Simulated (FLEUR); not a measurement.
The system is BaTiO3.

```
Ba Ti O
1.0
     4.00600    0.00000    0.00000
     0.00000    4.00600    0.00000
     0.00000    0.00000    4.00600
Ba Ti O
1 1 3
Direct
  0.50000 0.50000 0.50000
  0.00000 0.00000 0.00000
  0.00000 0.00000 0.50000
  0.00000 0.50000 0.00000
  0.50000 0.00000 0.00000
```

Base run:

| Item | Value |
| --- | --- |
| Program | FLEUR MaX-R8.1 (later development tree) |
| Functional | r2SCAN |
| Potentials or basis | all-electron |
| Basis | FLAPW |
| Kmax | 4.92 1/bohr |
| k mesh | 7 × 7 × 7 |
| Occupations | fermi-dirac, width 0.05 eV |
| Spin | no spin polarisation |

Its results: band gap on the k mesh 2.20 eV, indirect (least direct gap 2.25 eV).

Q: The run is repeated on the same cell with these changes: functional from r2SCAN to LDA. What comes out?

A: Band gap on the k mesh 1.78 eV, indirect (least direct gap 1.82 eV).

r2SCAN gives the wider gap, since meta-GGAs in the generalised Kohn-Sham scheme recover part of the derivative discontinuity.

Caveats: spin-orbit coupling is left out, which moves the levels of the heavy elements; the meta-GGA is that of a development version, with a GGA for the radial functions and cores and without core tails (some runs).

A k mesh can miss the band edges.

Not every run made on this cell is shown here.
